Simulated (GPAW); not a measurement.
# YN (Fm-3m) in GPAW: single point with HSE06

Aim: the single point of YN with HSE06.

Everything below comes from runs of GPAW 26.7.0. Logs are shortened: lines on timing, memory, paths and dates and some standing lists are left out, and cuts for length are marked. The log counts tension as positive stress, the text compression.

## Step 1: The structure

The structure is cubic, space group Fm-3m (No. 225). The conventional cell has a = 4.877 Å, b = 4.877 Å, c = 4.877 Å, α = 90.00°, β = 90.00°, γ = 90.00°. Y (site symmetry m-3m) is surrounded by 6 N at 2.44 Å. N (site symmetry m-3m) is surrounded by 6 Y at 2.44 Å.

## Step 2: Single point, HSE06

Contents of run.py:

```python
from ase import Atoms
from ase.dft.bandgap import bandgap
from ase.io import write
from ase.parallel import parprint
from gpaw import GPAW, PW

atoms = Atoms(['Y', 'N'],
              cell=[[0.0, 2.4385, 2.4385],
                    [2.4385, 0.0, 2.4385],
                    [2.4385, 2.4385, 0.0]],
              scaled_positions=[[0.0, 0.0, 0.0],
                                [0.5, 0.5, 0.5]],
              pbc=True)

calc = GPAW(mode=PW(600),
            xc='HSE06',
            kpts={'size': (6, 6, 6), 'gamma': True},
            occupations={'name': 'fermi-dirac', 'width': 0.05},
            nbands=14,
            convergence={'density': 1e-05, 'energy': 1e-05},
            maxiter=60,
            txt='gpaw.txt')
atoms.calc = calc
energy = atoms.get_potential_energy()
forces = atoms.get_forces()
calc.write('gs.gpw')
write('result.traj', atoms)
parprint(f'Energy: {energy:.6f} eV')
parprint('Forces (eV/A):')
parprint(forces.round(4))
parprint('Fermi level:', round(calc.get_fermi_level(), 4), 'eV')
parprint(f'Gap: {bandgap(calc)[0]:.4f} eV, direct: {bandgap(calc, direct=True)[0]:.4f} eV')
```

Potentials or basis: GPAW PAW data sets (gpaw-data 1.2.1), pw.

Started as:

```sh
> OMP_NUM_THREADS=1 mpirun -n 8 gpaw python run.py
```

gpaw.txt:

```text
__  _  _
 | _ |_)|_||  |
 |__||  | ||/\| - 26.7.0

Input parameters:
  mode=PW(ecut=600.0),
  convergence={'density': 1e-05, 'energy': 1e-05},
  kpts=MonkhorstPack(size=(6, 6, 6), gamma=True),
  maxiter=60,
  nbands=14,
  occupations=Occupations(name='fermi-dirac', width=0.05),
  xc=XC(name='HSE06')

Diagonalizing LCAO Hamiltonian
Converting LCAO to pw mode

               N

       Y

Atoms  # Å, Bohr magnetons
|   | symbol |        x |        y |        z |    initial magnetic moments |
|---|--------|----------|----------|----------|-----------------------------|
| 0 |      Y | 0.000000 | 0.000000 | 0.000000 | ( 0.0000,  0.0000,  0.0000) |
| 1 |      N | 2.438500 | 2.438500 | 2.438500 | ( 0.0000,  0.0000,  0.0000) |

Unit cell  # Å
| periodic |        x |        y |        z |  lengths |    angles |
|----------|----------|----------|----------|----------|-----------|
|      yes | 0.000000 | 2.438500 | 2.438500 | 3.448560 | 60.000000 |
|      yes | 2.438500 | 0.000000 | 2.438500 | 3.448560 | 60.000000 |
|      yes | 2.438500 | 2.438500 | 0.000000 | 3.448560 | 60.000000 |

Number of symmetries: 48
Symmetry operations  # r_c * U_cc + t_c -> r_c
|    | kind |            matrix            |
|----|------|------------------------------|
|  0 |  σ   |  1, 0, 0,  1, 0,-1,  1,-1, 0 |
|  1 |  C2  |  1, 0, 0,  1,-1, 0,  1, 0,-1 |
|  2 |  E   |  1, 0, 0,  0, 1, 0,  0, 0, 1 |
|  3 |  σ   |  1, 0, 0,  0, 0, 1,  0, 1, 0 |
|  4 |  C4  |  1, 0,-1,  1, 0, 0,  1,-1, 0 |
|  5 |  S6  |  1, 0,-1,  1,-1, 0,  1, 0, 0 |
|  6 |  σ   |  1, 0,-1,  0, 1,-1,  0, 0,-1 |
|  7 |  C3  |  1, 0,-1,  0, 0,-1,  0, 1,-1 |
|  8 |  S6  |  1,-1, 0,  1, 0, 0,  1, 0,-1 |
|  9 |  C4  |  1,-1, 0,  1, 0,-1,  1, 0, 0 |
| 10 |  C3  |  1,-1, 0,  0,-1, 1,  0,-1, 0 |
| 11 |  σ   |  1,-1, 0,  0,-1, 0,  0,-1, 1 |
| 12 |  σ   |  0, 1, 0,  1, 0, 0,  0, 0, 1 |
| 13 |  C4  |  0, 1, 0,  0, 1,-1, -1, 1, 0 |
| 14 |  C3  |  0, 1, 0,  0, 0, 1,  1, 0, 0 |
| 15 |  S6  |  0, 1, 0, -1, 1, 0,  0, 1,-1 |
| 16 |  C2  |  0, 1,-1,  1, 0,-1,  0, 0,-1 |
| 17 |  σ   |  0, 1,-1,  0, 1, 0, -1, 1, 0 |
| 18 |  S4  |  0, 1,-1,  0, 0,-1,  1, 0,-1 |
| 19 |  C4  |  0, 1,-1, -1, 1, 0,  0, 1, 0 |
| 20 |  C3  |  0, 0, 1,  1, 0, 0,  0, 1, 0 |
| 21 |  σ   |  0, 0, 1,  0, 1, 0,  1, 0, 0 |
| 22 |  S6  |  0, 0, 1,  0,-1, 1, -1, 0, 1 |
| 23 |  C4  |  0, 0, 1, -1, 0, 1,  0,-1, 1 |
| 24 |  S4  |  0, 0,-1,  1, 0,-1,  0, 1,-1 |
| 25 |  C3  |  0, 0,-1,  0, 1,-1,  1, 0,-1 |
| 26 |  C2  |  0, 0,-1,  0,-1, 0, -1, 0, 0 |
| 27 |  S6  |  0, 0,-1, -1, 0, 0,  0,-1, 0 |
| 28 |  S4  |  0,-1, 1,  1,-1, 0,  0,-1, 0 |
| 29 |  C4  |  0,-1, 1,  0, 0, 1, -1, 0, 1 |
| 30 |  C2  |  0,-1, 1,  0,-1, 0,  1,-1, 0 |
| 31 |  σ   |  0,-1, 1, -1, 0, 1,  0, 0, 1 |
| 32 |  C3  |  0,-1, 0,  1,-1, 0,  0,-1, 1 |
| 33 |  S6  |  0,-1, 0,  0, 0,-1, -1, 0, 0 |
| 34 |  S4  |  0,-1, 0,  0,-1, 1,  1,-1, 0 |
| 35 |  C2  |  0,-1, 0, -1, 0, 0,  0, 0,-1 |
| 36 |  C2  | -1, 1, 0,  0, 1, 0,  0, 1,-1 |
| 37 |  S6  | -1, 1, 0,  0, 1,-1,  0, 1, 0 |
| 38 |  S4  | -1, 1, 0, -1, 0, 1, -1, 0, 0 |
| 39 |  C3  | -1, 1, 0, -1, 0, 0, -1, 0, 1 |
| 40 |  S6  | -1, 0, 1,  0, 0, 1,  0,-1, 1 |
| 41 |  C2  | -1, 0, 1,  0,-1, 1,  0, 0, 1 |
| 42 |  C3  | -1, 0, 1, -1, 1, 0, -1, 0, 0 |
| 43 |  S4  | -1, 0, 1, -1, 0, 0, -1, 1, 0 |
| 44 |  C2  | -1, 0, 0,  0, 0,-1,  0,-1, 0 |
| 45 |  i   | -1, 0, 0,  0,-1, 0,  0, 0,-1 |
| 46 |  σ   | -1, 0, 0, -1, 1, 0, -1, 0, 1 |
| 47 |  C2  | -1, 0, 0, -1, 0, 1, -1, 1, 0 |

BZ-sampling:
  Number of BZ points: 216
  Number of IBZ points: 16

  Monkhorst-Pack size: [6, 6, 6]
  Monkhorst-Pack shift: [0.08333333333333333, 0.08333333333333333, 0.08333333333333333]

K-points  # in reciprocal-cell coordinates
|     |                                coordinates |     weight |
|-----|--------------------------------------------|------------|
|   0 | (  0.00000000,   0.00000000,   0.00000000) | 0.00462963 |
|   1 | (  0.16666667,   0.16666667,   0.00000000) | 0.02777778 |
|   2 | (  0.16666667,   0.16666667,   0.16666667) | 0.03703704 |
|   3 | (  0.33333333,   0.16666667,   0.16666667) | 0.05555556 |
|   4 | (  0.33333333,   0.33333333,  -0.33333333) | 0.05555556 |
|   5 | (  0.33333333,   0.33333333,   0.00000000) | 0.02777778 |
|   6 | (  0.33333333,   0.33333333,   0.16666667) | 0.11111111 |
|   7 | (  0.33333333,   0.33333333,   0.33333333) | 0.03703704 |
|   8 | (  0.50000000,   0.33333333,  -0.33333333) | 0.11111111 |
|   9 | (  0.50000000,   0.33333333,  -0.16666667) | 0.05555556 |
| ... |                                            |            |
|  15 | (  0.50000000,   0.50000000,   0.50000000) | 0.01851852 |

Plane wave coefficients: 982
Cutoff: 600.0 eV

Spin-components: 1 (collinear spins)
Bands:           14
Projectors:      11
Spin-degeneracy: 2
Datatype:        complex128

Parallelization:
  kpt:    8
  domain: 1
  band:   1

Density:
  Valence electrons: 16.0
  Components: 1
  Grid points: [20 20 20]
  Charge: 0.0  # |e|

Potential:
  Grid points: [20 20 20]

species:
  Y:
    name:    Yttrium
    Z:       39.0
    valence: 11
    core:    28
    charge:  0.0  # [|e|]
    compensation charges:
      type: gauss
      rc: 0.40  # [Å]
      lmax: 2
    cutoffs:
      filter: 2.39  # [Å]
      core: 1.70  # [Å]
    projectors
    | kind |    occ | energy [eV] | rcut [Å] |
    |------|--------|-------------|----------|
    |   4s |  2.000 |     -47.973 |    1.328 |
    |   5s |  2.000 |      -4.101 |    1.328 |
    |   4p |  6.000 |     -27.921 |    1.318 |
    |   5p |  0.000 |      -1.441 |    1.318 |
    |   4d |  1.000 |      -2.517 |    1.286 |
    |    d |        |      24.695 |    1.286 |

    Using partial waves for Y as LCAO basis

  N:
    name:    Nitrogen
    Z:       7.0
    valence: 5
    core:    2
    charge:  0.0  # [|e|]
    compensation charges:
      type: gauss
      rc: 0.18  # [Å]
      lmax: 2
    cutoffs:
      filter: 1.11  # [Å]
      core: 0.96  # [Å]
    projectors
    | kind |    occ | energy [eV] | rcut [Å] |
    |------|--------|-------------|----------|
    |   2s |  2.000 |     -18.583 |    0.603 |
    |   2p |  3.000 |      -7.089 |    0.529 |
    |    s |        |       8.629 |    0.603 |
    |    p |        |      20.123 |    0.529 |
    |    d |        |       0.000 |    0.577 |

    Using partial waves for N as LCAO basis

Reference energy: -93573.105437  # eV

eigensolver:
  PPCG
  Converge bands: occupied
  niter=2

density mixing:
  MSR1-Mixer
  Pratt-step length: 0.05
  Maximum mixing coefficient: 0.75
  Old densities: 10
  SVD Regularization: 0.005
  Good broyden scale: 1.0
  Trust region scale: 1.0
  Backstep threshold: 4.0
  History deletion threshold: 6.0
  Fourier metric: weight=20.0, sigma=0.015

occupation numbers:
  Fermi-Dirac:
    width: 0.0500  # eV

poisson solver:
  ecut: 4800.0  # eV

xc functional:
  name: HYB_GGA_XC_HSE06 with 2 nearest neighbor stencil

convergence criteria:
- Maximum integral of absolute [dens]ity change: 1e-05 electrons / valence electron
- Maximum [total energy] change in last 3 cyles: 1e-05 eV / valence electron
- Maximum integral of absolute [eigenst]ate change: 4e-08 eV^2 / valence electron
maximum number of iterations: 60

IBZ(<points: 16, symmetries: 48>)
Occupied bands: 8
SCF iterations
|iter     | |      energy | eigst |  dens |
|---------|-|-------------|-------|-------|
|iter:   1| | -795.008737 | +0.09 |       |
|iter:   2| |  -32.196922 | -0.67 | -0.67 |
|iter:   3| |  -30.624052 | -0.90 | -0.80 |
|iter:   4| |  -30.660725 | -1.16 | -1.10 |
|iter:   5| |  -30.745269 | -2.65 | -1.36 |
|iter:   6| |  -30.758524 | -1.92 | -1.47 |
|iter:   7| |  -30.752418 | -2.88 | -1.56 |
|iter:   8| |  -30.699856 | -2.28 | -1.69 |
|iter:   9| |  -30.711901 | -3.21 | -2.98 |
|iter:  10| |  -30.709550 | -3.83 | -2.36 |
|iter:  11| |  -30.709789 | -4.92 | -2.86 |
|iter:  12| |  -30.710168 | -4.61 | -3.05 |
|iter:  13| |  -30.709851 | -5.20 | -2.73 |
|iter:  14| |  -30.709727 | -4.56 | -2.91 |
|iter:  15| |  -30.709780c| -5.46 | -5.23c|
|iter:  16| |  -30.709786c| -6.34 | -3.57 |
|iter:  17| |  -30.709786c| -7.34 | -3.46 |
|iter:  18| |  -30.709785c| -8.22c| -3.43 |
|iter:  19| |  -30.709785c| -8.76c| -3.42 |
|iter:  20| |  -30.709785c| -8.35c| -3.42 |
|iter:  21| |  -30.709785c| -8.55c| -3.42 |
|iter:  22| |  -30.709785c| -9.15c| -3.42 |
|iter:  23| |  -30.709785c| -8.90c| -3.42 |
|iter:  24| |  -30.709785c| -8.60c| -3.42 |
|iter:  25| |  -30.709785c| -8.26c| -3.42 |
|iter:  26| |  -30.709787c| -8.70c| -3.42 |
|iter:  27| |  -30.709785c| -8.85c| -3.42 |
|iter:  28| |  -30.709785c| -8.67c| -3.42 |
|iter:  29| |  -30.709785c| -8.93c| -3.42 |
|iter:  30| |  -30.709785c| -8.18c| -3.42 |
|iter:  31| |  -30.709785c| -8.18c| -3.42 |
|iter:  32| |  -30.709786c| -8.72c| -3.42 |
|iter:  33| |  -30.709785c| -8.82c| -3.42 |
|iter:  34| |  -30.709785c| -8.35c| -3.42 |
|iter:  35| |  -30.709785c| -8.42c| -3.42 |
|iter:  36| |  -30.709788c| -8.31c| -3.42 |
|iter:  37| |  -30.709783c| -8.31c| -3.42 |
|iter:  38| |  -30.709786c| -6.27 | -3.42 |
|iter:  39| |  -30.709787c| -6.35 | -3.42 |
|iter:  40| |  -30.709785c| -8.22c| -3.42 |
|iter:  41| |  -30.709784c| -8.41c| -3.42 |
|iter:  42| |  -30.709785c| -8.34c| -3.42 |
|iter:  43| |  -30.709785c| -8.95c| -3.43 |
|iter:  44| |  -30.709786c| -9.05c| -3.43 |
|iter:  45| |  -30.709750c| -5.75 | -3.43 |
|iter:  46| |  -30.709775c| -6.55 | -4.19 |
|iter:  47| |  -30.709774c| -7.35 | -3.73 |
|iter:  48| |  -30.709776c| -6.38 | -3.76 |
|iter:  49| |  -30.709752c| -6.04 | -3.64 |
|iter:  50| |  -30.709754c| -6.46 | -4.15 |
|iter:  51| |  -30.709754c| -6.73 | -4.48 |
|iter:  52| |  -30.709754c| -7.31 | -4.13 |
|iter:  53| |  -30.709753c| -6.30 | -4.03 |
|iter:  54| |  -30.709754c| -6.52 | -4.04 |
|iter:  55| |  -30.709754c| -7.29 | -4.59 |
|iter:  56| |  -30.709754c| -7.23 | -5.34c|
|iter:  57| |  -30.709754c| -7.07 | -5.29c|
|iter:  58| |  -30.709751c| -6.89 | -5.42c|
|iter:  59| |  -30.709753c| -6.99 | -5.60c|
|iter:  60| |  -30.709753c| -8.50c| -5.62c|

Converged in 60 steps
Energy contributions relative to reference atoms: (reference = -93573.105437)

Energy contributions:
  Kinetic:           9.770825
  Coulomb:          -9.689838
  Zero:             -0.316314
  External:          0.000000
  Xc:              742.647297
  Entropy:          -0.000001
  Spinorbit:         0.000000
  Hybrid_Xc_Cc:      -718.877272
  Hybrid_Xc_Vc:       -13.487650
  Hybrid_Xc_Vv:       -40.756801
  ----------------------------
  Free energy:     -30.709753
  Extrapolated:    -30.709753

dipole moment: (-18.198936, -18.198936, -18.198936)  # |e|*Ang

Fermi level: 8.505
Eigenvalues  # (at kpt = [0.000, 0.000, 0.000])
| band index |      eig [eV] | occ [0-2] |
|------------|---------------|-----------|
|          0 |       -35.570 |     2.000 |
|          1 |       -13.861 |     2.000 |
|          2 |       -13.861 |     2.000 |
|          3 |       -13.861 |     2.000 |
|          4 |        -6.426 |     2.000 |
|          5 |         7.968 |     2.000 |
|          6 |         7.968 |     2.000 |
|          7 |         7.968 |     2.000 |
|          8 |        12.273 |     0.000 |
|          9 |        12.273 |     0.000 |
|         10 |        12.273 |     0.000 |
|         11 |        13.325 |     0.000 |
|         12 |        14.301 |     0.000 |
|         13 |        14.301 |     0.000 |

Gap: 1.073 eV
Transition (v -> c):
  (s=0, k=0, n=7, [0.00, 0.00, 0.00]) -> (s=0, k=12, n=8, [0.50, 0.50, 0.00])
Direct/indirect transitions are different
Direct gap: 1.537 eV
Transition at: (s=0, k=12, n=7, [0.50, 0.50, 0.00])

Forces  # eV/Ang
|        x |        y |        z |
|----------|----------|----------|
| -0.00000 | -0.00000 | -0.00000 |  # Y    0
|  0.00000 | -0.00000 |  0.00000 |  # N    1

# Writing to gs.gpw (mode='')
```

It took 47 min on 8 MPI ranks of Arm Neoverse V2, shared host; peak memory 0.23 GiB.

What came out:

| Item | Value |
| --- | --- |
| Free energy | -30.7098 eV |
| Band gap on the k mesh | 1.07 eV, indirect (least direct gap 1.54 eV) |

Caveat: the PAW data sets were made with another functional, which shifts forces and pressure a little.
